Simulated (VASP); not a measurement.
The system is HfC.

```
Hf C
1.0
     0.00000    2.32500    2.32500
     2.32500    0.00000    2.32500
     2.32500    2.32500    0.00000
Hf C
1 1
Direct
  0.50000 0.50000 0.50000
  0.00000 0.00000 0.00000
```

Base run:

| Property | Result |
| --- | --- |
| Program | VASP 6.6.1 |
| Functional | SCAN |
| Potentials or basis | VASP PAW PBE potentials, release 64 (Hf_pv, C) |
| Cutoff | 520 eV |
| k mesh | 10 × 10 × 10 |
| Occupations | fermi-dirac, width 0.05 eV |
| Spin | no spin polarisation |

Its results: pressure -5.9 GPa.

Problem. After a change of settings the same cell gave: pressure -0.5 GPa. Which change was it?
A. functional from SCAN to PBE; occupations from fermi-dirac, width 0.05 eV to gaussian, width 0.012 eV
B. functional from SCAN to rSCAN; further incar settings from ALGO = Normal; EDIFF = 1e-06; NBANDS = 14 to ALGO = Normal; EDIFF = 1e-06
C. functional from SCAN to r2SCAN; further incar settings from ALGO = Normal; EDIFF = 1e-06; NBANDS = 14 to ALGO = Normal; EDIFF = 1e-06

Solution. A.

Caveats: the PAW data sets were made with another functional, which shifts forces and pressure a little (some runs).
